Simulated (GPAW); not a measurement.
TiO2:

```
CELL_PARAMETERS angstrom
4.59984 0.00000 0.00000
0.00000 4.59984 0.00000
0.00000 0.00000 2.95921
ATOMIC_POSITIONS crystal
Ti 0.00000 0.00000 0.50000
Ti 0.50000 0.50000 0.00000
O 0.30432 0.30432 0.50000
O 0.19568 0.80432 0.00000
O 0.80432 0.19568 0.00000
O 0.69568 0.69568 0.50000
```

The cell is a database's computed one.

Program: GPAW 26.7.0. Alike in all runs: no spin polarisation; cell as given; smearing fermi-dirac 0.05 eV.

Problem. Order these runs on this cell by their band gap on the k mesh, lowest first.
A. level PBEsol+U; potentials or basis PAW data sets generated in the run's folder for this functional, pw; U Ti d U = 8 eV; k mesh 4 × 4 × 7; cutoff (eV) 800; maxiter 150; band path GXMGZRAZ,XR,MA; band points 100
B. level PBEsol+U; potentials or basis PAW data sets generated in the run's folder for this functional, pw; U Ti d U = 4 eV; k mesh 4 × 4 × 7; cutoff (eV) 800; maxiter 150; band path GXMGZRAZ,XR,MA; band points 100
C. level SCAN; potentials or basis GPAW PAW data sets (gpaw-data 1.2.1), pw; k mesh 4 × 4 × 6; cutoff (eV) 800; maxiter 150; band path GXMGZRAZ,XR,MA; band points 60
D. level LDA; potentials or basis the program's PAW data sets (release 1.2.1) made for this functional, pw; k mesh 5 × 5 × 7; cutoff (eV) 650; maxiter 80
E. level revTPSS; potentials or basis GPAW PAW data sets (gpaw-data 1.2.1), pw; k mesh 4 × 4 × 6; cutoff (eV) 800; maxiter 150; band path GXMGZRAZ,XR,MA; band points 100; eigensolver davidson

Solution. D (1.79 eV), E (2.01 eV), C (2.25 eV), B (2.47 eV), A (3.19 eV).

Caveats: an odd mesh through Γ misses points on the zone boundary, where band edges often lie (some runs).

Not every run made on this cell is shown here.
